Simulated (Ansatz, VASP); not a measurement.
**Two plane-wave programs on SnO (Romarchite)**

```
CELL_PARAMETERS angstrom
3.64014 0.00000 0.00000
0.00000 3.64014 0.00000
0.00000 0.00000 4.63886
ATOMIC_POSITIONS crystal
Sn 0.50000 0.00000 0.23690
Sn 0.00000 0.50000 0.76310
O 0.00000 0.00000 0.00000
O 0.50000 0.50000 0.00000
```

Alike in both runs: task single point; functional PBE; k mesh 5 × 5 × 4; occupations fermi-dirac, width 0.05 eV; no spin polarisation.

|  | VASP | Ansatz |
| --- | --- | --- |
| version | VASP 6.6.1 | Ansatz 0.2.0 |
| potentials or method | VASP PAW PBE potentials, release 64 (Sn_d, O) | plane waves, PAW |
| plane-wave cutoff (eV) | 520 | 500 |
| valence electrons in the cell | 40 | 40 |

|  | VASP | Ansatz | Ansatz less VASP |
| --- | --- | --- | --- |
| pressure (GPa) | 22.9 | 22.4 | -0.51 |
| largest component of the traceless stress (GPa) | 3.69 | 3.67 | -0.021 |

Caveats: so large a pressure means that the cell lies far from this level's equilibrium, or that cutoff or potentials fall short (VASP).
